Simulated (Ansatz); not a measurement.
The calculation used DFT PBE, scalar-relativistic, plane waves, PAW in Ansatz. Settings: cutoff 420 eV, Γ-centred meshes spaced at most about 0.3 Å⁻¹, and about 0.25 Å⁻¹ or finer for metals (2π included), Gaussian smearing. No spin polarisation.

All energies are static (0 K, no zero-point motion).

Question: Order these relaxed structures of Ge₄S by energy, lowest first, with the energy over the lowest of them.
A.

```
CELL_PARAMETERS angstrom
3.84956 0.00000 0.00000
0.00000 4.10683 0.00000
0.00000 0.00000 16.07216
ATOMIC_POSITIONS crystal
Ge 0.25000 0.00000 0.68310
Ge 0.25000 0.50000 0.77112
Ge 0.75000 0.00000 0.95332
Ge 0.75000 0.50000 0.86436
Ge 0.25000 0.00000 0.04668
Ge 0.25000 0.50000 0.13564
Ge 0.75000 0.00000 0.31690
Ge 0.75000 0.50000 0.22888
S 0.75000 0.00000 0.60019
S 0.25000 0.00000 0.39981
```

B.

```
CELL_PARAMETERS angstrom
2.07689 1.19909 8.56391
-2.07689 1.19909 8.56391
0.00000 -2.39818 8.56391
ATOMIC_POSITIONS crystal
Ge 0.91304 0.91304 0.91304
Ge 0.08696 0.08696 0.08696
Ge 0.45137 0.45137 0.45137
Ge 0.54863 0.54863 0.54863
S 0.00000 0.00000 0.00000
```

C.

```
CELL_PARAMETERS angstrom
1.93299 1.11601 7.73508
-1.93299 1.11601 7.73508
0.00000 -2.23202 7.73508
ATOMIC_POSITIONS crystal
Ge 0.39986 0.39986 0.39986
Ge 0.80615 0.80615 0.80615
Ge 0.19385 0.19385 0.19385
Ge 0.60014 0.60014 0.60014
S 0.00000 0.00000 0.00000
```

Answer: A (0 meV/atom), B (133 meV/atom), C (156 meV/atom). Forms: A Pmma; B R-3m; C R-3m. Counting Ge atoms around S (those within 1.25 times the shortest such distance or 1.15 times the sum of covalent radii, 1.27 where that leaves under three; the shortest distance is added where it exceeds 1.18 times the sum of covalent radii): A has S 2; B has S 2; C has S 6 from 2.7 Å. A holds Ge–Ge nets (shortest 2.44 Å); B holds Ge–Ge nets (shortest 2.50 Å); C holds Ge–Ge nets (shortest 2.56 Å). All come from invented guesses.

For metals, differences of a few meV/atom aren't resolved. Weakly bound directions are ill-defined at this level, which has no dispersion term (Pmma), and this can change margins and order among such cells. Cells relaxed within their symmetry can be saddle points. Some types were kept out of the candidates beforehand, so the set may lack a known form.
